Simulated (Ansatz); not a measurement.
**SiO$_{2}$: O vacancy**

All numbers below come from DFT PBE, scalar-relativistic, plane waves, PAW (Ansatz 0.2.0). Run with 420 eV cutoff, 2×2×2 k-mesh, Gaussian smearing of 0.01 eV, collinear spin in charge +1, -1 alone.

Host crystal, relaxed:

```cif
data_structure
_symmetry_space_group_name_H-M 'P 1'
_symmetry_Int_Tables_number 1
_cell_length_a 5.1203
_cell_length_b 5.1203
_cell_length_c 5.1203
_cell_angle_alpha 121.211
_cell_angle_beta 121.211
_cell_angle_gamma 87.915
_cell_volume 93.12
loop_
_atom_site_label
_atom_site_type_symbol
_atom_site_fract_x
_atom_site_fract_y
_atom_site_fract_z
_atom_site_occupancy
Si1 Si 0.00000 0.00000 0.00000 1
Si2 Si 0.75000 0.25000 0.50000 1
O1 O 0.37500 0.21748 0.34248 1
O2 O 0.96748 0.62500 0.84248 1
O3 O 0.78252 0.12500 0.15752 1
O4 O 0.87500 0.03252 0.65752 1
```

Supercell of 48 atoms, rows in host cell vectors: 0 -2 -2; -2 0 -2; 2 2 2. Atoms relax at the host's cell, keeping the symmetry that the supercell leaves at the site. The cell is small, so energies carry finite-size errors of tenths of an eV. The host's Kohn–Sham gap is 5.74 eV. Atoms are taken from and returned to the elements' standard states. Charged cells are corrected for image charges with the computed static dielectric tensor (mean 4.0) and aligned with the host's potential at far atoms (alignment terms reach 0.60 eV; the program doubts the alignment in some charges, where it is up to 0.60 eV). No band-filling term is added, and the Fermi level counts from the host's valence band top.

Starting moments were lost in some runs.

Defect: O vacancy set at (0.375, 0.217, 0.342) of the host cell. In charges +2, +1, 0, -1 some atom moved by up to 0.6 Å, so the relaxed defect can differ in kind from the start. Before relaxation its nearest neighbours are 2 Si at 1.63 Å.

```json
{"charge": "+2", "E_f at the valence band top (eV)": "3.91", "over the neutral state (eV)": "-1.28", "moment (μB)": "0.00", "largest move (Å)": "0.63", "atoms near the site": "2 Si at 2.25 Å, 4 O at 2.68 Å, 2 O at 2.74 Å"}
{"charge": "+1", "E_f at the valence band top (eV)": "4.76", "over the neutral state (eV)": "-0.44", "moment (μB)": "1.00", "largest move (Å)": "0.55", "atoms near the site": "2 Si at 1.67 Å, 2 O at 2.22 Å, 2 O at 2.65 Å, 2 O at 2.77 Å"}
{"charge": "0", "E_f at the valence band top (eV)": "5.19", "over the neutral state (eV)": "0.00", "moment (μB)": "0.00", "largest move (Å)": "0.58", "atoms near the site": "2 Si at 1.38 Å, 2 O at 2.15 Å, 2 O at 2.56 Å, 2 O at 2.72 Å"}
{"charge": "-1", "E_f at the valence band top (eV)": "11.73", "over the neutral state (eV)": "6.54", "moment (μB)": "0.00", "largest move (Å)": "0.56", "atoms near the site": "2 Si at 1.37 Å, 2 O at 2.17 Å, 2 O at 2.56 Å, 2 O at 2.73 Å"}
```

Among the charges computed the stable one is +2 at the valence band top, changing to 0 at 0.64 eV. In charge -1 the extra carrier would gain by moving to a band edge of the host, so it isn't bound in the gap. In charge -1 the cell has partly filled bands: a level of the defect may be part filled, the carrier may sit in the host's bands, or levels may cross between the k points, so transitions that involve it are doubtful.